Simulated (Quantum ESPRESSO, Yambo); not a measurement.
# LiCl (Fm-3m): changed settings of a GW run in Yambo

What do changed inputs do to GW on LiCl (Fm-3m)?

Method: PBE and many-body steps on it, plane waves, in Yambo 5.3.0.

## 1. Set-up

It takes space group Fm-3m (No. 225, cubic). Conventional cell: a = 5.143 Å, b = 5.143 Å, c = 5.143 Å, α = 90.00°, β = 90.00°, γ = 90.00°. Nearest to Li lie 6 Cl at 2.57 Å. Cl has 6 Li at 2.57 Å nearest. Farther neighbours and most contacts between anions are not listed.

Structure file:

```cif
data_structure
_symmetry_space_group_name_H-M 'Fm-3m'
_symmetry_Int_Tables_number 225
_cell_length_a 5.1430
_cell_length_b 5.1430
_cell_length_c 5.1430
_cell_angle_alpha 90.000
_cell_angle_beta 90.000
_cell_angle_gamma 90.000
_cell_volume 136.03
loop_
_atom_site_label
_atom_site_type_symbol
_atom_site_symmetry_multiplicity
_atom_site_Wyckoff_symbol
_atom_site_fract_x
_atom_site_fract_y
_atom_site_fract_z
_atom_site_occupancy
Li1 Li 4 a 0.00000 0.00000 0.00000 1
Cl1 Cl 4 b 0.50000 0.00000 0.00000 1
```

The cell and positions come from the Crystallography Open Database and are kept as given unless a step says otherwise.

## 2. Base

This step: Yambo 5.3.0; G0W0 on PBE, plane waves, norm-conserving pseudopotentials.

G0W0 replaces the xc potential by the self-energy, built once from these orbitals. Only a window of levels is corrected, while the sums run over the empty bands that the input names.

File gw1.in:

```
HF_and_locXC
gw0
dyson
ppa
em1d
rim_cut
RandQpts= 1000000
RandGvec= 1 RL
EXXRLvcs= 66 Ry
VXCRLvcs= 264 Ry
Chimod= "HARTREE"
% BndsRnXp
 1 | 88 |
%
NGsBlkXp= 13 Ry
% LongDrXp
 1 | 1 | 1 |
%
% GbndRnge
 1 | 88 |
%
DysSolver= "n"
ExtendOut
PPAPntXp= 27.21138 eV
% QPkrange
 1 | 1 | 4 | 7 |
%
```

Started as:

```sh
$ OMP_NUM_THREADS=1 mpirun -n 4 yambo -F gw1.in -J gw1 -C gw1 > gw1.log
```

The program printed:

```text
 Yambo, version 5.3.0

 [02] CORE Variables Setup
 =========================

  [... cell, symmetries and grids as in the set-up ...]

  [02.05] Energies & Occupations
  ==============================

  [X] === General ===
  [X] Electronic Temperature                        :  0.000000  0.000000 [eV K]
  [X] Bosonic    Temperature                        :  0.000000  0.000000 [eV K]
  [X] Finite Temperature mode                       : no
  [X] El. density                                   :  0.29404E+24 [cm-3]
  [X] Fermi Level                                   :  1.599947 [eV]

  [X] === Gaps and Widths ===
  [X] Conduction Band Min                           :  6.284525 [eV]
  [X] Valence Band Max                              :  0.000000 [eV]
  [X] Filled Bands                                  :   5
  [X] Empty Bands                                   :    6   88
  [X] Direct Gap                                    :  6.284525 [eV]
  [X] Direct Gap localized at k                     :  1
  [X] Indirect Gap                                  :  6.284525 [eV]
  [X] Indirect Gap between kpts                     :  1  1
  [X] Last valence band width                       :  1.084541 [eV]
  [X] 1st conduction band width                     :  3.173329 [eV]

 [03] Transferred momenta grid and indexing
 ==========================================

 IBZ Q-points                                      :  29
 BZ  Q-points                                      :   512

 K/Q-points units:
 rlu = crystal or reduced units; cc = cartesian coordinates; iku = interal k-units

 Q [ 1]         [rlu]:  0.000000  0.000000  0.000000
 Q [ 2]         [rlu]:  0.50511E-17  0.50511E-17  0.12500
 Q [ 3]         [rlu]:  0.10102E-16  0.10102E-16  0.25000
 Q [ 4]         [rlu]:  0.35320E-16  0.35320E-16  0.37500
 Q [ 5]         [rlu]: -0.20204E-16 -0.20204E-16 -0.50000
 Q [ 6]         [rlu]: -0.29712E-17  0.12500      0.12500
 Q [ 7]         [rlu]: -0.15766E-16  0.12500      0.25000
 Q [ 8]         [rlu]: -0.31531E-16  0.12500      0.37500
 Q [ 9]         [rlu]:  0.38737E-17  0.12500      0.50000
 Q [10]         [rlu]: -0.63137E-16  0.12500     -0.37500
     [... 17 further rows ...]
 Q [28]         [rlu]:  0.125000 -0.500000 -0.375000
 Q [29]         [rlu]:  0.250000 -0.500000 -0.250000

 [04] Coloumb potential Random Integration (RIM)
 ===============================================

  [04.01] RIM initialization
  ==========================

  * Diagonal components only detected *

  8 x (sBL volume)        :  0.016888 [a.u.]
  sBZ random points       :  1000000
  Points outside the sBZ  :   7987327
  RL volume               :  1.080820 [a.u.]
  Integrated volume       :  1.082535 [a.u.]

  [04.02] RIM integrals
  =====================

  Gamma point sphere radius             :  0.046538 [a.u.]
  Points outside the sphere             :   799513
  [Int_sBZ(q=0) 1/q^2]*(Vol_sBZ)^(-1/3) =:  7.764325
                                 should be <:  7.795600

  Summary of Coulomb integrals for non-metallic bands |Q|[au] RIM/Bare

  Q [1] 0.100000E-4 0.995988 * Q [2] 0.139970 1.066027
  Q [6] 0.161623 1.064767 * Q [12] 0.228570 1.027401
  Q [7] 0.268022 1.020403 * Q [3] 0.279940 1.018022
  Q [13] 0.323247 1.014668 * Q [11] 0.352250 1.012148
  Q [22] 0.361401 1.011706 * Q [8] 0.395895 1.009851
  Q [14] 0.419910 1.009057 * Q [4] 0.419910 1.008878
[...]
Q [27] 0.582742 1.005433 * Q [24] 0.604740 1.005167
  Q [26] 0.620727 1.004931 * Q [21] 0.646494 1.004811
  Q [28] 0.666391 1.004626 * Q [20] 0.685710 1.004343
  Q [29] 0.722802 1.004167

 [05] Dipoles
 ============

  [05.01] Setup: observables and procedures
  =========================================

 [06] Dynamic Dielectric Matrix (PPA)
 ====================================

 [WR./gw1//ndb.pp]---------------------------------------------------------------
  Brillouin Zone Q/K grids (IBZ/BZ)                :    29   512    29   512
  RL vectors                                       :  2733 [WF]
  Coulomb cutoff potential                         : none
  Electronic Temperature                           :  0.000000 [K]
  Bosonic    Temperature                           :  0.000000 [K]
  PPA    diel. fun.  energies                      : Perdew, Burke & Ernzerhof(X)+Perdew, Burke & Ernzerhof(C)
  wavefunctions                                    : Perdew, Burke & Ernzerhof(X)+Perdew, Burke & Ernzerhof(C)
  Global Gauge                                     : length
  X matrix size                                    :  181
  X band range                                     :    1   88
  X e/h energy range                               : -1.000000 -1.000000 [eV]
  X Time ordering                                  : R
  X Hxc Kernel                                     : HARTREE
  X Drude frequency                                :  0.000000  0.000000
  X poles                                          :  100.0000 [o/o]
  RL vectors in the sum                            :  2733
  [r,Vnl] included                                 : yes
  Field direction                                  :  0.577350E-5  0.577350E-5  0.577350E-5
  BZ energy Double Grid                            : no
  BZ energy DbGd points                            : 0
  BZ Q point size factor                           : -1.000000
  X Optical Averaged directions                    : none

 [07] Local Exchange-Correlation + Non-Local Fock
 ================================================

 [VXC] Plane waves :  16529
 [EXS] Plane waves :  2109

 QP @ state[ 1 ] K range:  1  1
 QP @ state[ 1 ] b range:   4   7

 [xc] Functional : Perdew, Burke & Ernzerhof(X)+Perdew, Burke & Ernzerhof(C)
 [xc] LIBXC used to calculate xc functional
  PP Number of Atomic Species                      :  2
  NLCC RL compoments                               :  16529
  PP Number of Atomic Species                      :  2
  NLCC RL compoments                               :  16529

 [xc] E_xc :  -4.646387 [Ha]
      E_xc :  -9.292774 [Ry]

  Local XC kind (lXC) : Perdew, Burke & Ernzerhof(X)+Perdew, Burke & Ernzerhof(C)
  Non-Local XC kind (nlXC) : Hartree-Fock

  Corrections @ K [1] :  [eV]
 <4|nlXC|4> = -19.00553  0.55678E-18 <4|lXC|4> = -14.69342 -0.41865E-21
 <5|nlXC|5> = -19.00552 -0.52692E-17 <5|lXC|5> = -14.69342  0.47205E-16
 <6|nlXC|6> = -4.764839  0.18050E-17 <6|lXC|6> = -9.169883 -0.18884E-15
 <7|nlXC|7> = -4.379092  0.34840E-18 <7|lXC|7> = -9.606781 -0.47204E-16

 [08] Dyson equation: Newton solver
 ==================================

  [08.01] G0W0 (W PPA)
  ====================

  [  GW  ] Bands range     :    1   88
  [GW/PPA] G damping       :  0.100000 [eV]

  QP @ state[ 1 ] K range:  1  1
  QP @ state[ 1 ] b range:   4   7

   Sc/G bands                                       :    1   88
   Sc/G damping                                     :  0.100000 ev
   Sc bands terminator                              : no
   Sx RL components                                 :  2109

   QP @ state[ 1 ] K range                          :  1  1
   QP @ state[ 1 ] b range                          :   4   7
   GF energies kind                                 : Perdew, Burke & Ernzerhof(X)+Perdew, Burke & Ernzerhof(C)
   GF WF`s kind                                     : Perdew, Burke & Ernzerhof(X)+Perdew, Burke & Ernzerhof(C)
   Xs energies kind                                 : Perdew, Burke & Ernzerhof(X)+Perdew, Burke & Ernzerhof(C)
   Xs WF`s kind                                     : Perdew, Burke & Ernzerhof(X)+Perdew, Burke & Ernzerhof(C)

 [11] Game Over & Game summary
```

It took 3.8 min on 4 MPI ranks of Arm Neoverse V2, shared host; peak memory 1.7 GiB.

Numbers from this step:

- G0W0 gap on the points computed: 8.943 eV
- starting gap on the mesh: 6.285 eV
- k of the valence top: 0, 0, 0
- k of the conduction bottom: 0, 0, 0
- least direct G0W0 gap on the computed points: 8.943 eV
- Z at the valence top: 0.8095
- Z at the conduction bottom: 0.8514

The gap on the mesh goes from 6.28 eV to 8.94 eV, a correction of +2.66 eV.

## 3. No random integration

File gw2.in:

```
HF_and_locXC
gw0
dyson
ppa
em1d
rim_cut
RandQpts= 0
RandGvec= 1 RL
EXXRLvcs= 66 Ry
VXCRLvcs= 264 Ry
Chimod= "HARTREE"
% BndsRnXp
 1 | 88 |
%
NGsBlkXp= 13 Ry
% LongDrXp
 1 | 1 | 1 |
%
% GbndRnge
 1 | 88 |
%
DysSolver= "n"
ExtendOut
PPAPntXp= 27.21138 eV
% QPkrange
 1 | 1 | 4 | 7 |
%
```

Started as:

```sh
$ OMP_NUM_THREADS=1 mpirun -n 4 yambo -F gw2.in -J gw2,gw1_W -C gw2 > gw2.log
```

The program printed:

```text
 Yambo, version 5.3.0

 [02] CORE Variables Setup
 =========================

  [... cell, symmetries and grids as in the set-up ...]

  [02.05] Energies & Occupations
  ==============================

  [X] === General ===
  [X] Electronic Temperature                        :  0.000000  0.000000 [eV K]
  [X] Bosonic    Temperature                        :  0.000000  0.000000 [eV K]
  [X] Finite Temperature mode                       : no
  [X] El. density                                   :  0.29404E+24 [cm-3]
  [X] Fermi Level                                   :  1.599947 [eV]

  [X] === Gaps and Widths ===
  [X] Conduction Band Min                           :  6.284525 [eV]
  [X] Valence Band Max                              :  0.000000 [eV]
  [X] Filled Bands                                  :   5
  [X] Empty Bands                                   :    6   88
  [X] Direct Gap                                    :  6.284525 [eV]
  [X] Direct Gap localized at k                     :  1
  [X] Indirect Gap                                  :  6.284525 [eV]
  [X] Indirect Gap between kpts                     :  1  1
  [X] Last valence band width                       :  1.084541 [eV]
  [X] 1st conduction band width                     :  3.173329 [eV]

 [03] Transferred momenta grid and indexing
 ==========================================

 IBZ Q-points                                      :  29
 BZ  Q-points                                      :   512

 K/Q-points units:
 rlu = crystal or reduced units; cc = cartesian coordinates; iku = interal k-units

 Q [ 1]         [rlu]:  0.000000  0.000000  0.000000
 Q [ 2]         [rlu]:  0.50511E-17  0.50511E-17  0.12500
 Q [ 3]         [rlu]:  0.10102E-16  0.10102E-16  0.25000
[...]
Q [ 8]         [rlu]: -0.31531E-16  0.12500      0.37500
 Q [ 9]         [rlu]:  0.38737E-17  0.12500      0.50000
 Q [10]         [rlu]: -0.63137E-16  0.12500     -0.37500
     [... 17 further rows ...]
 Q [28]         [rlu]:  0.125000 -0.500000 -0.375000
 Q [29]         [rlu]:  0.250000 -0.500000 -0.250000

 [04] Dipoles
 ============

  [04.01] Setup: observables and procedures
  =========================================

 [05] Dynamic Dielectric Matrix (PPA)
 ====================================

   Sc/G bands                                       :    1   88
   Sc/G damping                                     :  0.100000 ev
   Sc bands terminator                              : no
   Sx RL components                                 :  2109

   QP @ state[ 1 ] K range                          :  1  1
   QP @ state[ 1 ] b range                          :   4   7
   GF energies kind                                 : Perdew, Burke & Ernzerhof(X)+Perdew, Burke & Ernzerhof(C)
   GF WF`s kind                                     : Perdew, Burke & Ernzerhof(X)+Perdew, Burke & Ernzerhof(C)
   Xs energies kind                                 : Perdew, Burke & Ernzerhof(X)+Perdew, Burke & Ernzerhof(C)
   Xs WF`s kind                                     : Perdew, Burke & Ernzerhof(X)+Perdew, Burke & Ernzerhof(C)

 [10] Game Over & Game summary
```

Elapsed: 46 s, on 4 MPI ranks; peak memory 1.6 GiB.

This step gave:

```yaml
g0w0_gap_on_the_points_computed: 8.881 eV
starting_gap_on_the_mesh: 6.285 eV
k_of_the_valence_top: 0, 0, 0
k_of_the_conduction_bottom: 0, 0, 0
least_direct_g0w0_gap_on_the_computed_points: 8.881 eV
z_at_the_valence_top: 0.8120
z_at_the_conduction_bottom: 0.8540
```

## 4. Core charge in Vxc

File gw3.in:

```
HF_and_locXC
gw0
dyson
ppa
em1d
rim_cut
RandQpts= 1000000
RandGvec= 1 RL
EXXRLvcs= 66 Ry
VXCRLvcs= 264 Ry
Chimod= "HARTREE"
% BndsRnXp
 1 | 88 |
%
NGsBlkXp= 13 Ry
% LongDrXp
 1 | 1 | 1 |
%
% GbndRnge
 1 | 88 |
%
DysSolver= "n"
ExtendOut
PPAPntXp= 27.21138 eV
% QPkrange
 1 | 1 | 4 | 7 |
%
UseNLCC
```

Started as:

```sh
$ OMP_NUM_THREADS=1 mpirun -n 4 yambo -F gw3.in -J gw3,gw1_W -C gw3 > gw3.log
```

The program printed:

```text
 Yambo, version 5.3.0

 [02] CORE Variables Setup
 =========================

  [... cell, symmetries and grids as in the set-up ...]

  [02.05] Energies & Occupations
  ==============================

  [X] === General ===
  [X] Electronic Temperature                        :  0.000000  0.000000 [eV K]
  [X] Bosonic    Temperature                        :  0.000000  0.000000 [eV K]
  [X] Finite Temperature mode                       : no
  [X] El. density                                   :  0.29404E+24 [cm-3]
[...]
Sx RL components                                 :  2109

   QP @ state[ 1 ] K range                          :  1  1
   QP @ state[ 1 ] b range                          :   4   7
   GF energies kind                                 : Perdew, Burke & Ernzerhof(X)+Perdew, Burke & Ernzerhof(C)
   GF WF`s kind                                     : Perdew, Burke & Ernzerhof(X)+Perdew, Burke & Ernzerhof(C)
   Xs energies kind                                 : Perdew, Burke & Ernzerhof(X)+Perdew, Burke & Ernzerhof(C)
   Xs WF`s kind                                     : Perdew, Burke & Ernzerhof(X)+Perdew, Burke & Ernzerhof(C)

 [11] Game Over & Game summary
```

Wall time 46 s (4 MPI ranks); peak memory 1.6 GiB.

Numbers from this step:

```
G0W0 gap on the points computed              : 8.772 eV
starting gap on the mesh                     : 6.285 eV
k of the valence top                         : 0, 0, 0
k of the conduction bottom                   : 0, 0, 0
least direct G0W0 gap on the computed points : 8.772 eV
```

Against G0W0 in Yambo (8×8×8 mesh, 88 bands, screening to 176.9 eV, Godby-Needs plasmon pole), the gap moves by −0.171 eV.

## 5. More G vectors in the random integration

File gw4.in:

```
HF_and_locXC
gw0
dyson
ppa
em1d
rim_cut
RandQpts= 1000000
RandGvec= 59 RL
EXXRLvcs= 66 Ry
VXCRLvcs= 264 Ry
Chimod= "HARTREE"
% BndsRnXp
 1 | 88 |
%
NGsBlkXp= 13 Ry
% LongDrXp
 1 | 1 | 1 |
%
% GbndRnge
 1 | 88 |
%
DysSolver= "n"
ExtendOut
PPAPntXp= 27.21138 eV
% QPkrange
 1 | 1 | 4 | 7 |
%
QpgFull
```

Started as:

```sh
$ OMP_NUM_THREADS=1 mpirun -n 4 yambo -F gw4.in -J gw4,gw1_W -C gw4 > gw4.log
```

The program printed:

```text
 Yambo, version 5.3.0

 [02] CORE Variables Setup
 =========================

  [... cell, symmetries and grids as in the set-up ...]

  [02.05] Energies & Occupations
  ==============================

  [X] === General ===
  [X] Electronic Temperature                        :  0.000000  0.000000 [eV K]
  [X] Bosonic    Temperature                        :  0.000000  0.000000 [eV K]
  [X] Finite Temperature mode                       : no
  [X] El. density                                   :  0.29404E+24 [cm-3]
[...]
Sx RL components                                 :  2109

   QP @ state[ 1 ] K range                          :  1  1
   QP @ state[ 1 ] b range                          :   4   7
   GF energies kind                                 : Perdew, Burke & Ernzerhof(X)+Perdew, Burke & Ernzerhof(C)
   GF WF`s kind                                     : Perdew, Burke & Ernzerhof(X)+Perdew, Burke & Ernzerhof(C)
   Xs energies kind                                 : Perdew, Burke & Ernzerhof(X)+Perdew, Burke & Ernzerhof(C)
   Xs WF`s kind                                     : Perdew, Burke & Ernzerhof(X)+Perdew, Burke & Ernzerhof(C)

 [11] Game Over & Game summary
```

Wall time 4.6 min (4 MPI ranks); peak memory 1.7 GiB.

This step gave:

```
G0W0 gap on the points computed              : 8.951 eV
starting gap on the mesh                     : 6.285 eV
k of the valence top                         : 0, 0, 0
k of the conduction bottom                   : 0, 0, 0
least direct G0W0 gap on the computed points : 8.951 eV
```

Against G0W0 in Yambo (8×8×8 mesh, 88 bands, screening to 176.9 eV, Godby-Needs plasmon pole), the gap moves by +0.008 eV.

(Part 1 of 2 ends here.)

[Paths, hosts, dates, memory and timing lines, banners, echoed tables and standing remarks are left out of the program output.]

[Logs are printed without paths, hosts, clocks, repeated set-up lines and the standing remarks that a program may print on its own settings, such as how far it seeks lower states.]

[Runs of the session that timed out or met a known fault of the program may be left out.]

[Hosts, paths, dates, database ids (printed as entryN), source tags and the programs' standing remarks are cut or masked in the printed files.]
